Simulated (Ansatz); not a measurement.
# One structure, 3 elements: ZnS, CdS, HgS

Plane-wave DFT in Ansatz with scalar-relativistic PAW potentials, cutoff 420 eV, Γ-centred meshes chosen by cell and gap, Gaussian smearing with energies taken to zero width. Every cell was relaxed (cell and atoms) in a run of its own, within the symmetry of its start. Functional: PBEsol.

All members share space group F-43m and the same sites; only the element on one set of sites changes (Zn, Cd, Hg). Members needn't be the stable form of their composition. Energies over the elements, where given, are against the elements' standard states in the same functional (H₂, N₂, O₂ and halogens uncorrected, Hg as a solid). The first member:

Space group F-43m (No. 216). a = 5.356 Å, b = 5.356 Å, c = 5.356 Å, α = 90.00°, β = 90.00°, γ = 90.00°
```tsv
atom	site	symmetry	x	y	z
Zn	4a	-43m	0.0000	0.0000	0.0000
S	4c	-43m	0.2500	0.2500	0.2500
```

Question: How do size, gap and binding change down the group?

Answer:
```csv
compound,V (Å³/atom),a (Å),gap on mesh (eV),energy over elements (eV/atom)
ZnS,19.21,5.356,2.09,-0.822
CdS,24.69,5.824,1.01,-0.637
HgS,25.36,5.876,0.00,-0.187
```

Over the series the volume grows at each step down the group; a gap opens only for Zn, Cd (gaps under about 0.1 eV aren't resolved; a zero can be real, or an error of the semilocal functional, which closes small gaps); binding against the elements weakens. Hg is hardly larger than Cd here (25.36 against 24.69 Å³/atom), as one expects from the lanthanide contraction and relativistic shrinking of 6s.

Spin-orbit coupling is left out, which matters for the bands of heavy elements.